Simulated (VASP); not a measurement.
All values below come from PBEsol GGA, VASP's PBE PAW potentials (set 64) (plane waves; VASP).

A VASP calculation is set up with these files.

**POSCAR**
```
ZrO2
1
   -0.0000000000     2.4765837770     2.4765837770
    2.4765837770    -0.0000000000     2.4765837770
    2.4765837770     2.4765837770     0.0000000000
Zr O
1 2
Direct
  0.0000000000   0.0000000000   0.0000000000
  0.2500000000   0.2500000000   0.2500000000
  0.7500000000   0.7500000000   0.7500000000
```

File KPOINTS:
```
Automatic mesh
0
Gamma
8 8 8
0 0 0
```

INCAR:
```
SYSTEM = ZrO2
PREC = Accurate
ENCUT = 620
EDIFF = 1E-6
NELM = 100
ALGO = Normal
LREAL = .FALSE.
LASPH = .TRUE.
ISMEAR = 0
SIGMA = 0.05
GGA = PS
LMAXMIX = 4
LWAVE = .FALSE.
LCHARG = .FALSE.
IBRION = 2
ISIF = 3
NSW = 40
EDIFFG = -0.02
PSTRESS = 200
```

POTCAR, in this order: Zr_sv O (PBE.64 set). Program: vasp_std.

The run wrote:

**OSZICAR**
```
       N       E                     dE             d eps       ncg     rms          rms(c)
DAV:   1     0.214886925317E+03    0.21489E+03   -0.16174E+04   928   0.178E+03
DAV:   2    -0.265057177864E+02   -0.24139E+03   -0.23736E+03  1192   0.414E+02
DAV:   3    -0.352134498410E+02   -0.87077E+01   -0.86986E+01  1368   0.816E+01
DAV:   4    -0.354907753853E+02   -0.27733E+00   -0.27729E+00  1256   0.104E+01
DAV:   5    -0.354949385414E+02   -0.41632E-02   -0.41631E-02  1256   0.117E+00    0.301E+01
DAV:   6    -0.298764983850E+02    0.56184E+01   -0.30630E+01  1000   0.455E+01    0.129E+01
DAV:   7    -0.298337452259E+02    0.42753E-01   -0.11699E+00  1312   0.894E+00    0.778E+00
DAV:   8    -0.298018988586E+02    0.31846E-01   -0.14239E-01  1240   0.408E+00    0.427E-01
DAV:   9    -0.298006372926E+02    0.12616E-02   -0.20113E-02  1144   0.981E-01    0.286E-01
DAV:  10    -0.298009814047E+02   -0.34411E-03   -0.50334E-03  1032   0.717E-01    0.161E-01
DAV:  11    -0.298009531448E+02    0.28260E-04   -0.13468E-03  1112   0.329E-01    0.132E-01
DAV:  12    -0.298009134376E+02    0.39707E-04   -0.19061E-04  1080   0.118E-01    0.687E-03
DAV:  13    -0.298009138553E+02   -0.41769E-06   -0.10909E-05  1160   0.271E-02    0.421E-03
DAV:  14    -0.298009139708E+02   -0.11548E-06   -0.12865E-06   672   0.848E-03
   1 F= -.26008563E+02 E0= -.26008563E+02  d E =-.260086E+02
```

File OUTCAR:
```
------------------------ aborting loop because EDIFF is reached ----------------------------------------
  FORCE on cell =-STRESS in cart. coord.  units (eV):
  Direction    XX          YY          ZZ          XY          YZ          ZX
  --------------------------------------------------------------------------------------
  Total        3.7471014      3.7471014      3.7471014     -0.0000000      0.0000000      0.0000000
  in kB      197.6136575    197.6136575    197.6136575     -0.0000000      0.0000000      0.0000000
  external PRESSURE =      -2.3863425 kB  Pullay stress =     200.0000000 kB
  volume of cell :       30.38
      direct lattice vectors                 reciprocal lattice vectors
     0.000000000  2.476583777  2.476583777    -0.201891010  0.201891010  0.201891010
     2.476583777  0.000000000  2.476583777     0.201891010 -0.201891010  0.201891010
     2.476583777  2.476583777  0.000000000     0.201891010  0.201891010 -0.201891010
 POSITION                                       TOTAL-FORCE (eV/Angst)
 -----------------------------------------------------------------------------------
      0.00000      0.00000      0.00000         0.000000     -0.000000     -0.000000
      1.23829      1.23829      1.23829         0.000000      0.000000      0.000000
      3.71488      3.71488      3.71488        -0.000000     -0.000000     -0.000000
 -----------------------------------------------------------------------------------
    total drift:                                0.000000      0.000000      0.000000
  FREE ENERGIE OF THE ION-ELECTRON SYSTEM (eV)
  ---------------------------------------------------
  free  energy   TOTEN  =       -29.8009139708 eV

  energy  without entropy=      -29.8009139708  energy(sigma->0) =      -29.80091397
  enthalpy is  TOTEN    =       -26.0085633761 eV   P V=        3.7923505947

 reached required accuracy - stopping structural energy minimisation
```
(Selected blocks of OUTCAR.)

The compound is ZrO2 in the fluorite structure, the high-temperature cubic form, which is unstable at 0 K; the monoclinic form is the stable one. It was relaxed first under an external pressure of 20 GPa.
